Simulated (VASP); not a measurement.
# AlP (F-43m) in VASP: a series of runs

AlP is run at these levels: PBE; tasks: single point.

Everything below comes from runs of VASP 6.6.1. Logs are shortened: lines on timing, memory, paths and dates and some standing lists are left out, and cuts for length are marked.

**What was measured.**

From a printed reference work, data compilation, for a bulk crystal of AlP at 4.2 K: band gap 2.505 eV (indirect).

The results are compared with them further down.

## 1. The cell of the first run

Symmetry: F-43m, No. 216, cubic system. Conventional cell: a = 5.451 Å, b = 5.451 Å, c = 5.451 Å, α = 90.00°, β = 90.00°, γ = 90.00°. Within 3.1 Å of Al (site symmetry -43m) lie 4 P at 2.36 Å. P (site symmetry -43m) has 4 Al at 2.36 Å within 3.1 Å.

## 2. Single point, PBE

The input, INCAR:

```
SYSTEM = AlP
PREC     = Accurate       ! precision mode
ENCUT    = 500            ! plane-wave cutoff, eV
EDIFF    = 1E-6           ! SCF threshold, eV
ISMEAR   = 0              ! smearing method
SIGMA    = 0.1            ! smearing width, eV
LREAL    = .FALSE.        ! projectors in reciprocal space
LASPH    = .TRUE.         ! aspherical terms in the spheres
NELM     = 120            ! most SCF steps
ALGO     = Normal         ! electronic algorithm
ISIF     = 2              ! what is computed and relaxed
LWAVE    = .FALSE.        ! write WAVECAR
LCHARG   = .TRUE.         ! write CHGCAR
GGA      = PE             ! functional
LELF     = .TRUE.         ! ELF
LVHAR    = .TRUE.       
NBANDS   = 11             ! bands
GGA_COMPAT= .FALSE.
```

The input, KPOINTS:

```
regular mesh
0
G
  6 6 6
  0 0 0
```

The input, POSCAR:

```
AlP
1.0
    0.0000000000      2.7255001100      2.7255001100
    2.7255001100      0.0000000000      2.7255001100
    2.7255001100      2.7255001100      0.0000000000
Al P
1 1
Direct
    0.0000000000      0.0000000000      0.0000000000
    0.2500000000      0.2500000000      0.2500000000
```

Potentials or basis: VASP PAW PBE potentials, release 64 (Al, P).

Launch:

```sh
$ cat potpaw_PBE.64/Al/POTCAR potpaw_PBE.64/P/POTCAR > POTCAR
$ mpirun -np 1 vasp_std > vasp.out
```

OUTCAR:

```text
SYSTEM = AlP
   PREC = Accurate
   ENCUT = 500
   EDIFF = 1E-6
   ISMEAR = 0
   LREAL = .FALSE.
   LASPH = .TRUE.
   NELM = 120
   ISIF = 2
   GGA = PE

 ion  position               nearest neighbor table
   1  0.000  0.000  0.000-   2 2.36   2 2.36   2 2.36   2 2.36
   2  0.250  0.250  0.250-   1 2.36   1 2.36   1 2.36   1 2.36

  LATTYP: Found a face centered cubic cell.
 ALAT       =     5.4510002200

  Lattice vectors:

 A1 = (   0.0000000000,   2.7255001100,   2.7255001100)
 A2 = (   2.7255001100,   0.0000000000,   2.7255001100)
 A3 = (   2.7255001100,   2.7255001100,   0.0000000000)

Analysis of symmetry for initial positions (statically):
=====================================================================
 Subroutine PRICEL returns:
 Original cell was already a primitive cell.

 Routine SETGRP: Setting up the symmetry group for a
 face centered cubic supercell.

 Subroutine GETGRP returns: Found 24 space group operations
 (whereof 24 operations were pure point group operations)
 out of a pool of 48 trial point group operations.

The static configuration has the point symmetry T_d .

Analysis of symmetry for dynamics (positions and initial velocities):
=====================================================================
 Subroutine PRICEL returns:
 Original cell was already a primitive cell.

 Routine SETGRP: Setting up the symmetry group for a
 face centered cubic supercell.

 Subroutine GETGRP returns: Found 24 space group operations
 (whereof 24 operations were pure point group operations)
 out of a pool of 48 trial point group operations.

The dynamic configuration has the point symmetry T_d .

 Subroutine INISYM returns: Found 24 space group operations
 (whereof 24 operations are pure point group operations),
 and found     1 'primitive' translations

----------------------------------------------------------------------------------------

                                     Primitive cell

  volume of cell :      40.4919

  direct lattice vectors                    reciprocal lattice vectors
     0.000000000  2.725500110  2.725500110    -0.183452570  0.183452570  0.183452570
     2.725500110  0.000000000  2.725500110     0.183452570 -0.183452570  0.183452570
     2.725500110  2.725500110  0.000000000     0.183452570  0.183452570 -0.183452570

  length of vectors
     3.854439220  3.854439220  3.854439220     0.317749172  0.317749172  0.317749172

  position of ions in fractional coordinates (direct lattice)
     0.000000000  0.000000000  0.000000000
     0.250000000  0.250000000  0.250000000

  ion indices of the primitive-cell ions
   primitive index   ion index
                 1           1
                 2           2

----------------------------------------------------------------------------------------

 KPOINTS: regular mesh

Automatic generation of k-mesh.
 Grid dimensions read from file:
 generate k-points for:    6    6    6

 Generating k-lattice:

  Cartesian coordinates                     Fractional coordinates (reciprocal lattice)
    -0.030575428  0.030575428  0.030575428     0.166666667  0.000000000  0.000000000
     0.030575428 -0.030575428  0.030575428     0.000000000  0.166666667  0.000000000
     0.030575428  0.030575428 -0.030575428     0.000000000  0.000000000  0.166666667

  Length of vectors
     0.052958195  0.052958195  0.052958195

  Shift w.r.t. Gamma in fractional coordinates (k-lattice)
     0.000000000  0.000000000  0.000000000

 Subroutine IBZKPT returns following result:
 ===========================================

 Found     16 irreducible k-points:

 Following reciprocal coordinates:
            Coordinates               Weight
  0.000000  0.000000  0.000000      1.000000
  0.166667  0.000000  0.000000      8.000000
  0.333333  0.000000  0.000000      8.000000
  0.500000  0.000000  0.000000      4.000000
  0.166667  0.166667  0.000000      6.000000
  0.333333  0.166667  0.000000     24.000000
[... 8 lines left out ...]
 -0.333333  0.333333  0.166667     24.000000
 -0.333333  0.500000  0.166667     12.000000
   k-points           NKPTS =     16   k-points in BZ     NKDIM =     16   number of bands    NBANDS=     11
   number of dos      NEDOS =    301   number of ions     NIONS =      2
   total plane-waves  NPLWV =  21952
   dimension x,y,z NGX =    28 NGY =   28 NGZ =   28
   dimension x,y,z NGXF=    56 NGYF=   56 NGZF=   56
   ions per type =               1   1
   NGX,Y,Z   is equivalent  to a cutoff of  12.08, 12.08, 12.08 a.u.
   NGXF,Y,Z  is equivalent  to a cutoff of  24.15, 24.15, 24.15 a.u.
 SYSTEM =  AlP
   PREC   = accura    normal or accurate (medium, high low for compatibility)
   ISTART =      0    job   : 0-new  1-cont  2-samecut
   ICHARG =      2    charge: 1-file 2-atom 10-const
   ISPIN  =      1    spin polarized calculation?
   LNONCOLLINEAR =      F non collinear calculations
   LSORBIT =      F    spin-orbit coupling
   LASPH  =      T    aspherical Exc in radial PAW
   ENCUT  =  500.0 eV  36.75 Ry    6.06 a.u.   7.03  7.03  7.03*2*pi/ulx,y,z
   NELM   =    120;   NELMIN=  2; NELMDL= -5     # of ELM steps
   EDIFF  = 0.1E-05   stopping-criterion for ELM
   LREAL  =      F    real-space projection
   EDIFFG = 0.1E-04   stopping-criterion for IOM
   NSW    =      0    number of steps for IOM
   IBRION =     -1    ionic relax: 0-MD 1-quasi-New 2-CG
   NFREE  =      0    steps in history (QN), initial steepest desc. (CG)
   ISIF   =      2    stress and relaxation
   ISYM   =      2    0-nonsym 1-usesym 2-fastsym
   POTIM  = 0.5000    time-step for ionic-motion
   TEBEG  =    0.0;   TEEND  =   0.0 temperature during run
   PSTRESS=    0.0 pullay stress
   NELECT =       8.0000    total number of electrons
   NUPDOWN=      -1.0000    fix difference up-down
   EMIN   =  10.00;   EMAX   =-10.00  energy-range for DOS
   EFERMI =   0.00;   METHOD = LEGACY
   ISMEAR =     0;   SIGMA  =   0.10  broadening in eV -4-tet -1-fermi 0-gaus
   EFERMI_NEDOS =   21; number of points for ismear=-14 and -15
   IALGO  =     38    algorithm
   IMIX   =      4    mixing-type and parameters
     AMIX     =   0.40;   BMIX     =  1.00
     AMIX_MAG =   1.60;   BMIX_MAG =  1.00
  volume/ion in A,a.u.               =      20.25       136.63
  Fermi-wavevector in a.u.,A,eV,Ry     =   0.953488  1.801831 12.369595  0.909140
  Thomas-Fermi vector in A             =   2.082148
   LORBIT       =      0    0 simple, 1 ext, 2 COOP (PROOUT), +10 PAW based schemes
   GGA     = PE    functional components
   LHFCALC =     F    Hartree Fock is set to
   AEXX    =    0.0000 exact exchange contribution
   IVDW    =     0    specifies the selected vdW correction
   LEPSILON=     F    determine dielectric tensor
   LRPA    =     F    only Hartree local field effects (RPA)
 non-spin polarized calculation
 Gauss-broadening in eV      SIGMA  =   0.10
  energy-cutoff  :      500.00
  volume of cell :       40.49
 maximum number of plane-waves:      1056
   NGX = 13   NGY = 13   NGZ = 13

 number of electron       8.0000000 magnetization

 Free energy of the ion-electron system (eV)
  ---------------------------------------------------
  ext. energy  EPLUGINS =         0.00000000
  ---------------------------------------------------
  free energy    TOTEN  =       -10.35906964 eV

  energy without entropy =      -10.35906964  energy(sigma->0) =      -10.35906964

 E-fermi :   5.0406     XC(G=0):  -9.2262

 val. band max:        4.6303386092   @ k =   0.0000   0.0000   0.0000
 cond. band min:       6.1969726746   @ k =   0.5000   0.5000   0.0000
 fundamental gap:      1.5666340654
 Fermi energy:         5.0406324455

 k-point     1 :       0.0000    0.0000    0.0000
  band No.  band energies     occupation
      1      -6.9041      2.00000
      2       4.6303      2.00000
      3       4.6303      2.00000
      4       4.6303      2.00000
      5       7.9780      0.00000
      6       9.1960      0.00000
      7       9.1960      0.00000
      8       9.1960      0.00000
      9      13.4683      0.00000
     10      13.4683      0.00000
     11      14.9538      0.00000

 k-point     2 :       0.1667    0.0000    0.0000
  band No.  band energies     occupation
      1      -6.5992      2.00000
      2       2.7554      2.00000
      3       4.3867      2.00000
      4       4.3867      2.00000
      5       8.2808      0.00000
      6       9.6324      0.00000
      7       9.6324      0.00000
      8      10.3212      0.00000
      9      12.8262      0.00000
     10      12.8262      0.00000
     11      15.5134      0.00000

 k-point     3 :       0.3333    0.0000    0.0000
  band No.  band energies     occupation
      1      -5.8044      2.00000
      2       0.2786      2.00000
      3       4.0139      2.00000
      4       4.0139      2.00000
      5       7.7017      0.00000
      6       9.6799      0.00000
      7       9.6799      0.00000
      8      12.5920      0.00000
      9      13.7688      0.00000
     10      13.7688      0.00000
     11      14.9910      0.00000

 k-point     4 :       0.5000    0.0000    0.0000
  band No.  band energies     occupation
      1      -5.2121      2.00000
      2      -0.9210      2.00000
      3       3.8637      2.00000
      4       3.8637      2.00000
      5       7.4624      0.00000
      6       9.4485      0.00000
      7       9.4485      0.00000
      8      12.9170      0.00000
      9      16.1763      0.00000
     10      16.1763      0.00000
     11      16.5195      0.00000
[... 127 lines left out ...]
 k-point    14 :       0.5000    0.3333    0.1667
  band No.  band energies     occupation
      1      -5.1744      2.00000
      2       0.1963      2.00000
      3       1.9422      2.00000
      4       3.0317      2.00000
      5       8.4876      0.00000
      6       9.4745      0.00000
      7      10.1489      0.00000
      8      12.8750      0.00000
      9      14.0091      0.00000
     10      16.1570      0.00000
     11      18.0535      0.00000

 k-point    15 :      -0.3333    0.3333    0.1667
  band No.  band energies     occupation
      1      -4.7094      2.00000
      2      -0.3762      2.00000
      3       1.4869      2.00000
      4       2.6376      2.00000
      5       8.6815      0.00000
      6       9.6154      0.00000
      7      11.5386      0.00000
      8      12.3001      0.00000
      9      13.5452      0.00000
     10      16.6006      0.00000
     11      17.5907      0.00000

 k-point    16 :      -0.3333    0.5000    0.1667
  band No.  band energies     occupation
      1      -4.5059      2.00000
      2      -0.4267      2.00000
      3       1.7060      2.00000
      4       1.9487      2.00000
      5       7.9449      0.00000
      6       8.9488      0.00000
      7      12.3067      0.00000
      8      12.6566      0.00000
      9      15.9244      0.00000
     10      16.6127      0.00000
     11      17.9516      0.00000

------------------------ aborting loop because EDIFF is reached ----------------------------------------

  FORCE on cell =-STRESS in cart. coord.  units (eV):
  Direction    XX          YY          ZZ          XY          YZ          ZX
  --------------------------------------------------------------------------------------
  -------------------------------------------------------------------------------------
  Total        0.6777930      0.6777930      0.6777930     -0.0000000     -0.0000000     -0.0000000
  in kB       26.8187804     26.8187804     26.8187804     -0.0000000     -0.0000000     -0.0000000
  external PRESSURE =      26.8187804 kB  Pullay stress =       0.0000000 kB

 VOLUME and BASIS-vectors are now :
 -----------------------------------------------------------------------------
  energy-cutoff  :      500.00
  volume of cell :       40.49
      direct lattice vectors                 reciprocal lattice vectors
     0.000000000  2.725500110  2.725500110    -0.183452570  0.183452570  0.183452570
     2.725500110  0.000000000  2.725500110     0.183452570 -0.183452570  0.183452570
     2.725500110  2.725500110  0.000000000     0.183452570  0.183452570 -0.183452570

 POSITION                                       TOTAL-FORCE (eV/Angst)
 -----------------------------------------------------------------------------------
      0.00000      0.00000      0.00000        -0.000000     -0.000000     -0.000000
      1.36275      1.36275      1.36275         0.000000      0.000000      0.000000
 -----------------------------------------------------------------------------------
    total drift:                               -0.000000     -0.000000     -0.000000

  FREE ENERGIE OF THE ION-ELECTRON SYSTEM (eV)
  ---------------------------------------------------
  free  energy   TOTEN  =       -10.3590696410 eV

  energy  without entropy=      -10.3590696410  energy(sigma->0) =      -10.35906964
```

Run time: 11 s. Hardware: 1 thread of Intel Xeon 8259CL, shared host; peak memory 0.15 GiB.

What came out:

```
Free energy            : -10.3591 eV
Pressure               : 2.7 GPa
Band gap on the k mesh : 1.57 eV, indirect (least direct gap 3.35 eV)
```

[end of part 1 of 2]
